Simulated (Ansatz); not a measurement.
**From the elastic tensor of SnO2 to moduli and sound speeds**

All numbers below come from Ansatz 0.2.0, DFT LDA, scalar-relativistic, plane waves, PAW. Cutoff 420 eV, 6×6×8 k-points (Γ-centred), fixed occupations. No spin polarisation.

The structure is tetragonal, space group P4_2/mnm (No. 136). The conventional cell has a = 4.722 Å, b = 4.722 Å, c = 3.190 Å, α = 90.00°, β = 90.00°, γ = 90.00°. Sn (site symmetry mmm) is surrounded by 6 O at 2.04 to 2.05 Å. O (site symmetry m2m) is surrounded by 3 Sn at 2.04 to 2.05 Å.

Relaxed-ion constants (GPa, on the Cartesian axes of the calculation):
```
248.0 180.1 155.5   0.0   0.0   0.0
180.1 248.0 155.5   0.0   0.0   0.0
155.3 155.3 429.1   0.0   0.0   0.0
  0.0   0.0   0.0  94.5   0.0   0.0
  0.0   0.0   0.0   0.0  94.5   0.0
  0.0   0.0   0.0   0.0   0.0 204.7
```

Density 7.035 g/cm³; 6 atoms in 71.15 Å³.

The values that follow are for a polycrystal of randomly turned grains, by Hill's mean where one number stands. In a crystal this anisotropic the Voigt and Reuss bounds lie far apart, so Hill's mean and the sound speeds and Debye temperature from it are rough.

With S = C⁻¹: B_V = (C11+C22+C33+2(C12+C13+C23))/9, G_V = (C11+C22+C33−C12−C13−C23+3(C44+C55+C66))/15, 1/B_R = S11+S22+S33+2(S12+S13+S23), 15/G_R = 4(S11+S22+S33−S12−S13−S23)+3(S44+S55+S66); Hill is their mean. Then v_l = √((B+4G/3)/ρ), v_t = √(G/ρ), v_m = [(2/v_t³+1/v_l³)/3]^(−1/3) and Θ = (ħ/k_B)·v_m·(6π²n/V)^(1/3) for n atoms in the volume V; E = 9BG/(3B+G), ν = (3B−2G)/(2(3B+G)) and A^U = 5G_V/G_R + B_V/B_R − 6.

```json
{
  "Bulk modulus, Voigt / Reuss / Hill": "211.9 / 203.7 / 207.8 GPa",
  "Shear modulus, Voigt / Reuss / Hill": "107.7 / 77.0 / 92.3 GPa",
  "Young's modulus": "241 GPa",
  "Poisson ratio": "0.306",
  "Pugh ratio B/G": "2.25",
  "Universal anisotropy index": "2.03",
  "Longitudinal and transverse sound speeds": "6858 and 3623 m/s",
  "Debye temperature from the mean sound speed": "529 K"
}
```

Cost: 1 run of about 3.7 core-minutes, on Oxide Virtual Turin-like Processor (Zen 5) (shared hosts).

The crystal is stiffest along c, with C33 at 429.1 GPa against 248.0 GPa for C11. This fits the rutile framework, where edge-sharing SnO6 octahedra form chains along c, and compressing them strains Sn–O bonds and brings neighbouring cations closer across the shared edges. Between chains the octahedra share only corners and can rotate about c. That rotation couples by symmetry to the strain that lengthens one basal axis and shortens the other, which probably explains why C11 exceeds C12 so modestly. It can't relax the C66 shear in the same way, and that constant remains high at 204.7 GPa. The soft basal distortion is the one that leads from rutile to the CaCl2-type structure under pressure, but here the lattice still resists it, and the tensor is elastically stable at the computed cell. The Pugh ratio of 2.25 would conventionally suggest ductility, whereas SnO2 is a brittle ceramic; the ratio reflects the compliant shear and says nothing direct about dislocation motion or fracture in a partly ionic, partly covalent oxide.
